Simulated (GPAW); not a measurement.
# BaZrO3 (Pm-3m) in GPAW: single point with PBEsol

Aim: the single point of BaZrO3 with PBEsol.

All numbers are computed with GPAW 26.7.0; they aren't measurements. Logs are shortened: lines on timing, memory, paths and dates and some standing lists are left out, and cuts for length are marked. The log counts tension as positive stress, the text compression.

## 1. The undisturbed crystal

Symmetry: Pm-3m, No. 221, cubic system. Conventional cell: a = 4.191 Å, b = 4.191 Å, c = 4.191 Å, α = 90.00°, β = 90.00°, γ = 90.00°. Ba (site symmetry m-3m) is surrounded by 12 O at 2.96 Å. Around Zr (site symmetry m-3m) lie 6 O at 2.10 Å. O (site symmetry 4/mmm) is surrounded by 2 Zr at 2.10 Å.

## 2. Single point, PBEsol (atoms moved at random, drawn with an rms of 0.05 Å)

The input, run.py:

```python
from ase import Atoms
from ase.dft.bandgap import bandgap
from ase.io import write
from ase.units import GPa
from ase.parallel import parprint
from gpaw import GPAW, PW, setup_paths

setup_paths.insert(0, '.')

atoms = Atoms(['Ba', 'Zr', 'O', 'O', 'O'],
              cell=[[4.19134, 0.0, 0.0],
                    [0.0, 4.19134, 0.0],
                    [0.0, 0.0, 4.19134]],
              scaled_positions=[[0.000198, 0.007772, -0.007424],
                                [0.50054, 0.508277, 0.491876],
                                [0.492829, 0.501171, 0.000468],
                                [0.494358, 0.001554, 0.506589],
                                [-0.005827, 0.505991, 0.504629]],
              pbc=True)

calc = GPAW(mode=PW(800),
            xc='PBEsol',
            kpts={'size': (6, 6, 6), 'gamma': True},
            occupations={'name': 'fermi-dirac', 'width': 0.05},
            nbands=36,
            convergence={'density': 1e-05, 'energy': 1e-05},
            maxiter=150,
            txt='gpaw.txt')
atoms.calc = calc
energy = atoms.get_potential_energy()
forces = atoms.get_forces()
stress = atoms.get_stress()
calc.write('gs.gpw')
write('result.traj', atoms)
parprint(f'Energy: {energy:.6f} eV')
parprint('Forces (eV/A):')
parprint(forces.round(4))
parprint('Stress (GPa):', (stress / GPa).round(3))
parprint('Fermi level:', round(calc.get_fermi_level(), 4), 'eV')
parprint(f'Gap: {bandgap(calc)[0]:.4f} eV, direct: {bandgap(calc, direct=True)[0]:.4f} eV')
```

Potentials or basis: PAW data sets generated in the run's folder for this functional, pw.

Run with:

```bash
> gpaw-setup -f PBEsol Ba O Zr
> OMP_NUM_THREADS=1 mpirun -n 4 gpaw python run.py
```

gpaw.txt:

```text
__  _  _
 | _ |_)|_||  |
 |__||  | ||/\| - 26.7.0

Input parameters:
  mode=PW(ecut=800.0),
  convergence={'density': 1e-05, 'energy': 1e-05},
  kpts=MonkhorstPack(size=(6, 6, 6), gamma=True),
  maxiter=150,
  nbands=36,
  occupations=Occupations(name='fermi-dirac', width=0.05),
  xc=XC(name='PBEsol')

Diagonalizing LCAO Hamiltonian
Converting LCAO to pw mode
    .---------.
   /|         |
  / |         |
 Ba |         |
 |  |   Zr  O |
 |  .-O-------.
 | /   O     /
 |/         /
 *---------*

Atoms  # Å, Bohr magnetons
|   | symbol |         x |        y |         z |    initial magnetic moments |
|---|--------|-----------|----------|-----------|-----------------------------|
| 0 |     Ba |  0.000830 | 0.032575 | -0.031117 | ( 0.0000,  0.0000,  0.0000) |
| 1 |     Zr |  2.097933 | 2.130362 |  2.061620 | ( 0.0000,  0.0000,  0.0000) |
| 2 |      O |  2.065614 | 2.100578 |  0.001962 | ( 0.0000,  0.0000,  0.0000) |
| 3 |      O |  2.072022 | 0.006513 |  2.123287 | ( 0.0000,  0.0000,  0.0000) |
| 4 |      O | -0.024423 | 2.120780 |  2.115072 | ( 0.0000,  0.0000,  0.0000) |

Unit cell  # Å
| periodic |        x |        y |        z |  lengths |    angles |
|----------|----------|----------|----------|----------|-----------|
|      yes | 4.191340 | 0.000000 | 0.000000 | 4.191340 | 90.000000 |
|      yes | 0.000000 | 4.191340 | 0.000000 | 4.191340 | 90.000000 |
|      yes | 0.000000 | 0.000000 | 4.191340 | 4.191340 | 90.000000 |

Number of symmetries: 1
Symmetry operations  # r_c * U_cc + t_c -> r_c
|   | kind |            matrix            |
|---|------|------------------------------|
| 0 |  E   |  1, 0, 0,  0, 1, 0,  0, 0, 1 |

BZ-sampling:
  Number of BZ points: 216
  Number of IBZ points: 112

  Monkhorst-Pack size: [6, 6, 6]
  Monkhorst-Pack shift: [0.08333333333333333, 0.08333333333333333, 0.08333333333333333]

K-points  # in reciprocal-cell coordinates
|     |                                coordinates |     weight |
|-----|--------------------------------------------|------------|
|   0 | (  0.00000000,   0.00000000,   0.00000000) | 0.00462963 |
|   1 | (  0.00000000,   0.00000000,   0.16666667) | 0.00925926 |
|   2 | (  0.00000000,   0.00000000,   0.33333333) | 0.00925926 |
|   3 | (  0.00000000,   0.00000000,   0.50000000) | 0.00462963 |
|   4 | (  0.00000000,   0.16666667,  -0.33333333) | 0.00925926 |
|   5 | (  0.00000000,   0.16666667,  -0.16666667) | 0.00925926 |
|   6 | (  0.00000000,   0.16666667,   0.00000000) | 0.00925926 |
|   7 | (  0.00000000,   0.16666667,   0.16666667) | 0.00925926 |
|   8 | (  0.00000000,   0.16666667,   0.33333333) | 0.00925926 |
|   9 | (  0.00000000,   0.16666667,   0.50000000) | 0.00925926 |
| ... |                                            |            |
| 111 | (  0.50000000,   0.50000000,   0.50000000) | 0.00462963 |

Plane wave coefficients: 3840
Cutoff: 800.0 eV

Spin-components: 1 (collinear spins)
Bands:           36
Projectors:      27
Spin-degeneracy: 2
Datatype:        complex128

Parallelization:
  kpt:    4
  domain: 1
  band:   1

Density:
  Valence electrons: 40.0
  Components: 1
  Grid points: [28 28 28]
  Charge: 0.0  # |e|

Potential:
  Grid points: [28 28 28]

species:
  Ba:
    name:    Barium
    Z:       56.0
    valence: 10
    core:    46
    charge:  0.0  # [|e|]
    compensation charges:
      type: gauss
      rc: 0.37  # [Å]
      lmax: 2
    cutoffs:
      filter: 2.06  # [Å]
      core: 2.33  # [Å]
    projectors
    | kind |    occ | energy [eV] | rcut [Å] |
    |------|--------|-------------|----------|
    |   5s |  2.000 |     -33.673 |    1.164 |
    |   6s |  2.000 |      -3.245 |    1.164 |
    |   5p |  6.000 |     -18.749 |    1.164 |
    |    p |        |       0.000 |    1.164 |
    |    d |        |       0.000 |    1.164 |
    |    d |        |      27.211 |    1.164 |

    Using partial waves for Ba as LCAO basis

  Zr:
    name:    Zirconium
    Z:       40.0
    valence: 12
    core:    28
    charge:  0.0  # [|e|]
    compensation charges:
      type: gauss
      rc: 0.40  # [Å]
      lmax: 2
    cutoffs:
      filter: 2.39  # [Å]
      core: 1.59  # [Å]
    projectors
    | kind |    occ | energy [eV] | rcut [Å] |
    |------|--------|-------------|----------|
    |   4s |  2.000 |     -54.429 |    1.323 |
    |   5s |  2.000 |      -4.463 |    1.323 |
    |   4p |  6.000 |     -32.434 |    1.334 |
    |   5p |  0.000 |      -1.454 |    1.334 |
    |   4d |  2.000 |      -3.613 |    1.244 |
    |    d |        |      23.598 |    1.244 |

    Using partial waves for Zr as LCAO basis

  O:
    name:    Oxygen
    Z:       8.0
    valence: 6
    core:    2
    charge:  0.0  # [|e|]
    compensation charges:
      type: gauss
      rc: 0.21  # [Å]
      lmax: 2
    cutoffs:
      filter: 1.17  # [Å]
      core: 0.83  # [Å]
    projectors
    | kind |    occ | energy [eV] | rcut [Å] |
    |------|--------|-------------|----------|
    |   2s |  2.000 |     -23.808 |    0.688 |
    |   2p |  4.000 |      -8.972 |    0.598 |
    |    s |        |       3.404 |    0.688 |
    |    p |        |      18.239 |    0.598 |
    |    d |        |       0.000 |    0.619 |

    Using partial waves for O as LCAO basis

Reference energy: -325130.479717  # eV

eigensolver:
  PPCG
  Converge bands: occupied
  niter=2

density mixing:
  MSR1-Mixer
  Pratt-step length: 0.05
  Maximum mixing coefficient: 0.75
  Old densities: 10
  SVD Regularization: 0.005
  Good broyden scale: 1.0
  Trust region scale: 1.0
  Backstep threshold: 4.0
  History deletion threshold: 6.0
  Fourier metric: weight=20.0, sigma=0.015

occupation numbers:
  Fermi-Dirac:
    width: 0.0500  # eV

poisson solver:
  ecut: 6400.0  # eV

xc functional:
  name: PBEsol with 2 nearest neighbor stencil

convergence criteria:
- Maximum integral of absolute [dens]ity change: 1e-05 electrons / valence electron
- Maximum [total energy] change in last 3 cyles: 1e-05 eV / valence electron
- Maximum integral of absolute [eigenst]ate change: 4e-08 eV^2 / valence electron
maximum number of iterations: 150

SCF iterations
|iter     | |      energy | eigst |  dens |
|---------|-|-------------|-------|-------|
|iter:   1| |  -47.481255 | +0.32 |       |
|iter:   2| |  -46.257156 | -1.27 | -0.89 |
|iter:   3| |  -43.269605 | -0.87 | -0.95 |
|iter:   4| |  -43.243245 | -2.79 | -1.51 |
|iter:   5| |  -43.241542 | -3.13 | -1.72 |
|iter:   6| |  -43.242001 | -4.25 | -2.57 |
|iter:   7| |  -43.242008 | -4.79 | -3.06 |
|iter:   8| |  -43.241962c| -5.51 | -3.33 |
|iter:   9| |  -43.241963c| -7.20 | -3.90 |
|iter:  10| |  -43.241963c| -7.69c| -4.61 |
|iter:  11| |  -43.241963c| -8.13c| -5.28c|

Converged in 11 steps
Energy contributions relative to reference atoms: (reference = -325130.479717)

Energy contributions:
  Kinetic:          38.002286
  Coulomb:         -41.763289
  Zero:              0.827767
  External:          0.000000
  Xc:              -40.308728
  Entropy:          -0.000000
  Spinorbit:         0.000000
  ----------------------------
  Free energy:     -43.241963
  Extrapolated:    -43.241963

dipole moment: (-14.104374, -35.884477, 12.596207)  # |e|*Ang

Fermi level: 8.063
Eigenvalues  # (at kpt = [0.000, 0.000, 0.000])
| band index |      eig [eV] | occ [0-2] |
|------------|---------------|-----------|
|          0 |       -39.821 |     2.000 |
|        ... |               |           |
|         12 |         5.599 |     2.000 |
|         13 |         5.600 |     2.000 |
|         14 |         6.033 |     2.000 |
|         15 |         6.037 |     2.000 |
|         16 |         6.051 |     2.000 |
|         17 |         6.803 |     2.000 |
[... 8 lines left out ...]
|         26 |        14.537 |     0.000 |
|         27 |        14.547 |     0.000 |
|        ... |               |           |
|         35 |        24.190 |     0.000 |

Gap: 3.142 eV
Transition (v -> c):
  (s=0, k=111, n=19, [0.50, 0.50, 0.50]) -> (s=0, k=0, n=20, [0.00, 0.00, 0.00])
Direct/indirect transitions are different
Direct gap: 3.367 eV
Transition at: (s=0, k=0, n=19, [0.00, 0.00, 0.00])

Forces  # eV/Ang
|        x |        y |        z |
|----------|----------|----------|
|  0.00584 | -0.00389 | -0.03261 |  # Ba   0
| -0.12189 | -0.12133 |  0.18761 |  # Zr   1
|  0.01122 | -0.00824 | -0.02484 |  # O    2
| -0.00203 |  0.18449 | -0.07399 |  # O    3
|  0.10670 | -0.05101 | -0.05599 |  # O    4

Stress tensor  # eV/Ang^3
|         x |         y |        z |
|-----------|-----------|----------|
|  0.008941 | -0.000037 | 0.000119 |
| -0.000037 |  0.009246 | 0.000034 |
|  0.000119 |  0.000034 | 0.008218 |

# Writing to gs.gpw (mode='')
```

Wall time 61 s (4 MPI ranks of Arm Neoverse V2, shared host); peak memory 0.29 GiB.

What came out:

| Property | Result |
| --- | --- |
| Free energy | -43.2420 eV |
| Pressure | -1.4 GPa |
| Largest force | 0.255 eV/Å |
| Band gap on the k mesh | 3.14 eV, indirect (least direct gap 3.37 eV) |

Forces on the atoms (eV/Å):
```
Ba   0.006 -0.004 -0.033
Zr  -0.122 -0.121  0.188
O    0.011 -0.008 -0.025
O   -0.002  0.184 -0.074
O    0.107 -0.051 -0.056
```

Levels at points of the mesh, in eV from the valence-band top:
| k point | band 18 | band 19 | band 20 | band 21 | band 22 | band 23 |
| --- | --- | --- | --- | --- | --- | --- |
| (0.00, 0.00, 0.00) | -0.25 | -0.24 | -0.22 | 3.14 | 3.17 | 3.19 |
| (0.00, 0.00, 0.50) | -1.71 | -0.45 | -0.44 | 3.58 | 5.69 | 5.71 |
| (0.00, 0.50, 0.00) | -1.69 | -0.48 | -0.45 | 3.61 | 5.65 | 5.69 |
| (0.00, 0.50, 0.50) | -0.93 | -0.78 | -0.07 | 5.66 | 5.68 | 6.43 |
| (0.50, 0.00, 0.00) | -1.68 | -0.48 | -0.45 | 3.62 | 5.67 | 5.69 |
| (0.50, 0.00, 0.50) | -0.93 | -0.78 | -0.07 | 5.66 | 5.68 | 6.43 |
| (0.50, 0.50, 0.00) | -0.93 | -0.78 | -0.07 | 5.66 | 5.67 | 6.44 |
| (0.50, 0.50, 0.50) | -0.01 | 0.00 | 0.00 | 5.93 | 5.94 | 5.94 |

Caveat: spin-orbit coupling is left out, which moves the levels of the heavy elements.
